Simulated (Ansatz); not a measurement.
Ideal shear of a crystal plane in AlGa3N4

The calculation used DFT r2SCAN, scalar-relativistic, plane waves, PAW in Ansatz. Cutoff 500 eV, Γ-centred 5×5×3 k-points, Gaussian smearing of 0.05 eV. No spin polarisation. Energies are free energies at this smearing, counted from the undisturbed cell; pressure is positive in compression.

The undisturbed cell (relaxed at this level; it needn't be the usual structure):

```
Al Ga N
1.0
     0.00000   -4.46534    0.00000
     0.00000    0.00000   -4.46534
     8.93069    0.00000    0.00000
Al Ga N
2 6 8
Direct
  0.00000 0.00000 0.81385
  0.00000 0.00000 0.31385
  0.50000 0.00000 0.06385
  0.50000 0.00000 0.56385
  0.00000 0.50000 0.06385
  0.00000 0.50000 0.56385
  0.50000 0.50000 0.81385
  0.50000 0.50000 0.31385
  0.24465 0.75535 0.19153
  0.24465 0.75535 0.69153
  0.75535 0.24465 0.19153
  0.75535 0.24465 0.69153
  0.24465 0.24465 0.93617
  0.24465 0.24465 0.43617
  0.75535 0.75535 0.93617
  0.75535 0.75535 0.43617
```

The cut lies on the cell's a–b face, a (1 0 0) plane (indices in the standard cell, whose axes needn't be the Cartesian ones shown) of area 19.94 Å², between layers 1.14 Å apart. Vector c is tilted by f times 1·a − 1·b (length 6.315 Å) with the atoms' Cartesian places fixed: one unrelaxed fault a cell. The traction is dγ/du, the slope of γ against the slip u in Å. Some rows repeat others by symmetry and weren't run.

| f | γ (mJ/m²) | traction (GPa) |
| --- | --- | --- |
| 0.0000 | 0 | 0.0 |
| 0.0833 | 3364 | 148.9 |
| 0.1667 | 17895 | 379.6 |
| 0.2500 | 31393 | 0.0 |
| 0.3333 | 17894 | -379.7 |
| 0.4167 | 3360 | -148.9 |
| 0.5000 | -6 | 0.0 |
| 0.5833 | 3360 | 148.9 |
| 0.6667 | 17894 | 379.7 |
| 0.7500 | 31393 | 0.0 |
| 0.8333 | 17895 | -379.6 |
| 0.9167 | 3364 | -148.9 |

Read off the first barrier and the stress needed to climb it, and compare with Frenkel's sinusoid.

The first sampled maximum lies at f = 0.250, a slip of 1.58 Å, with γ ≈ 31393 mJ/m², which stands in for the unstable fault energy γ_us, and the steepest sampled slope before it is 379.6 GPa. A sinusoid γ = γ_us sin²(πu/λ) with its maximum there has λ = 3.16 Å and a largest slope πγ_us/λ = 312.4 GPa (1 mJ/m² per Å = 0.01 GPa).

Is there a metastable fault on this line?

The samples dip to a local minimum of -6 mJ/m² at f = 0.500. It lies at or under the start, so the start isn't the lowest stacking here: the two are rival polytypes.

The cut is rigid; relaxing the faces lowers these energies and usually the stresses.

Cost: 7 runs of about 7.4 core-minutes in all, on Intel Xeon Platinum 8259CL (Skylake/Cascade Lake) (shared hosts).